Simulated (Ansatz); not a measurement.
# NaRu3: the cost of one run

Program: Ansatz 0.2.0. Level of theory: DFT PBE, scalar-relativistic, plane waves, PAW. These are calculated values, not measurements.

**1. The structure to begin with**

It takes space group P6/mmm (No. 191, hexagonal). Conventional cell: a = 4.087 Å, b = 4.087 Å, c = 4.313 Å, α = 90.00°, β = 90.00°, γ = 120.00°. Around Na (site symmetry 6/mmm) lie 8 Ru at 2.16 to 2.36 Å. Ru (site symmetry 6/mmm) is surrounded by 2 Na at 2.16 Å. Ru (site symmetry -6m2) has 3 Na at 2.36 Å and 3 Ru at 2.36 Å as nearest neighbours.

As a file:

```xyz
4
Lattice="4.0870 0.0000 0.0000 -2.0435 3.5395 0.0000 0.0000 0.0000 4.3134" Properties=species:S:1:pos:R:3 pbc="T T T"
Na    0.0000    0.0000    0.0000
Ru    0.0000    0.0000    2.1567
Ru    0.0000    2.3596    0.0000
Ru    2.0435    1.1798    0.0000
```

This is candidate A: anti-Li3N type (P6/mmm, No. 191).

(A quick probe on a coarse mesh, which set the mesh and smearing, is not shown.)

**3. Rough relaxation on the coarse mesh (candidate A)**

The input, input.yaml:

```yaml
crystal:
  lattice:
    - [4.0870326705, 0.0, 0.0]
    - [-2.0435163352, 3.5394741188, 0.0]
    - [0.0, 0.0, 4.313438868]
  atoms:
    - { symbol: Na, position: [0.0, 0.0, 0.0] }
    - { symbol: Ru, position: [0.0, 0.0, 0.5] }
    - { symbol: Ru, position: [0.3333333333, 0.6666666667, 0.0] }
    - { symbol: Ru, position: [0.6666666667, 0.3333333333, 0.0] }
basis:
  ecutwfc: 420
kpoints:
  mp_grid: { grid: [6, 6, 4] }
hamiltonian:
  xc: pbe
scf:
  occupations: { method: gaussian, width: 0.1 }
  lower_state_search: "off"
output:
  forces: true
  stress: true
  eigenvalues: true
relax:
  adjacent_minimum: "off"
  f_tol: 0.04
  max_steps: 70
  cell: { stress_tol: 0.4 }
```

Command:

```sh
ansatz run input.yaml --threads 1 --pin off --max-ram 2560MiB --backend cpu --events-out ev --progress --plain --runs-dir out
```

Q: Estimate wall time and peak memory on 1 thread of Arm Neoverse V2, shared host.

About 17 s, with a peak of 0.35 GiB.
